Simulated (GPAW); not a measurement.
The system is Sm.

```xyz
2
Lattice="3.6440 0.0000 0.0000 -1.8220 3.1558 0.0000 0.0000 0.0000 5.8760" Properties=species:S:1:pos:R:3 pbc="T T T"
Sm    1.8220    1.0519    4.4070
Sm    0.0000    2.1039    1.4690
```

This isn't the form of Sm at room conditions, which is rhombohedral.

Base run:

```yaml
Program: GPAW 26.7.0
Functional: PBE
Potentials_or_basis: GPAW PAW data sets (gpaw-data 1.2.1)
Cutoff: 800 eV
Basis: pw
k_mesh: 6 × 6 × 4
Occupations: fermi-dirac, width 0.05 eV
Spin: collinear spin, ferromagnetic start
Starting_moments: "[5.0, 5.0] μB"
```

Its results: pressure 3.0 GPa; net moment 12.94 μB per cell.

Problem. The run is repeated on the same cell with these changes: spin from collinear spin, ferromagnetic start to collinear spin, zero start, spin-orbit coupling; moments at the start from [5.0, 5.0] to [0.0, 0.0]. What comes out?

Solution. Pressure -4.0 GPa; net moment 0.00 μB per cell.

Caveats: one-centre terms of the f shell are cut off; the magnetic or orbital state may not be the lowest; the run has no moments, though such compounds are often magnetic (some runs); a magnetic state may lie lower (some runs); spin-orbit coupling was added after a scalar SCF, so levels and gaps hold it while energy, forces, pressure and moments don't (some runs).
